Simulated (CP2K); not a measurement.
The system is TiC.

```
Ti C
1.0
     3.06279    0.00000    0.00000
     1.53139    2.65245    0.00000
     1.53139    0.88415    2.50076
Ti C
1 1
Direct
  0.00000 0.00000 0.00000
  0.50000 0.50000 0.50000
```

The cell is a database's computed one.

Base run:

* Program: CP2K 2026.2
* Functional: PW91
* Potentials or basis: POTENTIAL_UZH Ti GTH-PBE-q12, C GTH-PBE-q4; TZVP-MOLOPT-PBE-GTH basis
* Density cutoff: 9184 eV
* k mesh: 11 × 11 × 11
* Occupations: fermi-dirac, width 0.05 eV
* Spin: no spin polarisation

Its results: band gap on the k mesh none (metal or under the smearing width); pressure 0.8 GPa.

Question: The run is repeated on the same cell with these changes: functional from PW91 to PBEsol. What comes out?

Answer: Band gap on the k mesh none (metal or under the smearing width); pressure -5.4 GPa.

PBEsol binds more tightly than PW91, so the same cell stands under less pressure.

Caveats: the potentials were made for another functional, which shifts forces and pressure; the basis of atomic orbitals isn't converged, which shifts pressures, moduli and gaps.

Not every run made on this cell is shown here.
